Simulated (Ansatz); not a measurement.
The elements of this relaxed crystal are hidden behind letters.

```
lattice vectors (Å)
   4.6140    0.0000    0.0000
  -2.3070    3.9958    0.0000
   0.0000    0.0000    6.6464
fractional positions
X 0.8363 0.6727 0.5000
X 0.1637 0.8363 0.8333
X 0.6727 0.8363 0.1667
X 0.1637 0.3273 0.5000
X 0.8363 0.1637 0.8333
X 0.3273 0.1637 0.1667
Z 0.0000 0.5000 0.1667
Z 0.5000 0.5000 0.8333
Z 0.5000 0.0000 0.5000
```

Computed with Ansatz, DFT PBE, scalar-relativistic, plane waves, PAW. Settings of the last relaxation (9-atom cell): 420 eV, 12×12×6 k points, Gaussian smearing of 0.10 eV, no spin polarisation.

```
Space group                                : P6_222 (No. 180)
Conventional cell                          : a = 4.614 Å, c = 6.646 Å
Volume per atom                            : 13.62 Å³
Density                                    : 9.76 g/cm³
Energy over the elements                   : −0.27 eV/atom
Gap on the 12×12×6 mesh of the 9-atom cell : 0.01 eV
```

Energies are uncorrected and count from the elements' standard states at the same level.

Problem. X is a p-block element of period 3 and Z is a d-block element of period 6. Which elements are they?

Solution. X = Si, Z = W, so the formula is Si2W. Density times volume gives a mean mass of 9.76 × 13.62/1.6605 = 80.1 u per atom, and this set has 80.0 u. Si has 5 Si at 2.57–2.69 Å, 5 W at 2.59–2.69 Å and 4 Si at 3.17–3.23 Å; around W lie 10 Si at 2.59–2.69 Å and 4 W at 3.20 Å. Other sets within the hints have nearly the same mass, so mass alone doesn't settle it; this one was computed.

These runs have no spin–orbit coupling, which can matter for W. A later test with randomly moved atoms came back to the same energy, though modes that don't fit the test's cell weren't probed. Another cell of Si2W relaxed alike, in I4/mmm (a cell as deposited in COD), lies 68 meV/atom lower, so this cell isn't the stable form at this level.
